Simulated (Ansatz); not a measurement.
**E(q) of Pd (P63/mmc)**

The geometry is a structure from the Materials Project, held fixed and not relaxed.

Settings: PBE, 11×11×12 k mesh, Fermi–Dirac smearing of 0.05 eV. PAW means Ansatz 0.2.0 on its default frozen-core files; LAPW is all-electron LAPW in Ansatz 0.2.0. Site moments are integrated in spheres about the atoms, whose radii differ between the methods.

Input of the first run:

```yaml
crystal:
  lattice:
    - [2.7836650458, 0.0, 0.0]
    - [-1.3918325229, 2.4107246453, 0.0]
    - [0.0, 0.0, 4.628893]
  atoms:
    - { symbol: Pd, position: [0.6666666667, 0.3333333333, 0.75], spin: 0.4, spin_axis: [1.0, 0.0, 0.0] }
    - { symbol: Pd, position: [0.3333333333, 0.6666666667, 0.25], spin: 0.4, spin_axis: [1.0, 0.0, 0.0] }
magnetization:
  noncollinear: true
  spin_spiral: { q: [0.0, 0.0, 0.0] }
kpoints:
  mp_grid: { grid: [11, 11, 12] }
scf:
  occupations: { method: fermi_dirac, width: 0.05 }
  lower_state_search: "off"
hamiltonian:
  xc: pbe
  pseudopotentials: { kind: paw }
output:
  eigenvalues: false
```

Command: `ansatz run input.yaml --threads 2 --pin off --max-ram 5120MiB --backend cpu --events-out ev --progress --plain --runs-dir out`

The input for «spiral at 0.833 of the way from Γ to A» by LAPW differs from it in these lines, output keys apart:

```diff
-  spin_spiral: { q: [0.0, 0.0, 0.0] }
+  spin_spiral: { q: [0.0, 0.0, 0.4166666667] }
-  mp_grid: { grid: [11, 11, 12] }
+  mp_grid: { grid: [11, 11, 12], shift: [0.0, 0.0, 0.5] }
-  pseudopotentials: { kind: paw }
+  pseudopotentials: { kind: all_electron, lapw: { basis_error: 0.0005 } }
```

Flat spirals without spin–orbit coupling: moments start in the xy plane and turn about z by q·R from cell to cell, and their directions inside a cell are free. q runs from Γ to A = (0.000, 0.000, 0.500) in reciprocal cell vectors. Energies count from each method's run at q = 0. Each q is a vector of the k mesh, and the mesh is shifted by q/2 where needed, so that both spin components are sampled on the same points as at q = 0. In Ansatz a GGA is taken by the program's default for non-collinear spins.

Where along the line is the energy lowest?

q = 0 is the lowest point, but the next lies within 2.0 meV per cell, which this mesh may not resolve.
| fraction of Γ–A | |q| (1/Å) | ΔF PAW (meV/cell) | ΔF LAPW (meV/cell) | largest moment, PAW (μB) |
| --- | --- | --- | --- | --- |
| 0.000 | 0.000 | 0.0 | 0.0 | 0.38 |
| 0.167 | 0.113 | +0.2 | – | 0.37 |
| 0.333 | 0.226 | +2.2 | – | 0.31 |
| 0.500 | 0.339 | +4.1 | – | 0.22 |
| 0.667 | 0.452 | +5.1 | – | 0.03 |
| 0.833 | 0.566 | +5.1 | +5.5 | 0.00 |
| 1.000 | 0.679 | +5.1 | +5.5 | 0.00 |

A further pair of PAW runs: spiral at 1 of the way from Γ to A, locally collinear functional, against the same at q = 0. What is the energy difference?

+4.8 meV/cell, with a largest moment of 0.00 μB.

The Ansatz runs typed with the search for lower states off end where their start leads. A run ended with its magnetisation residual over the threshold. These are results for the start and cell typed. The real compound can order otherwise, in a larger cell, or not at all, since semilocal functionals at zero temperature often overstate magnetism.
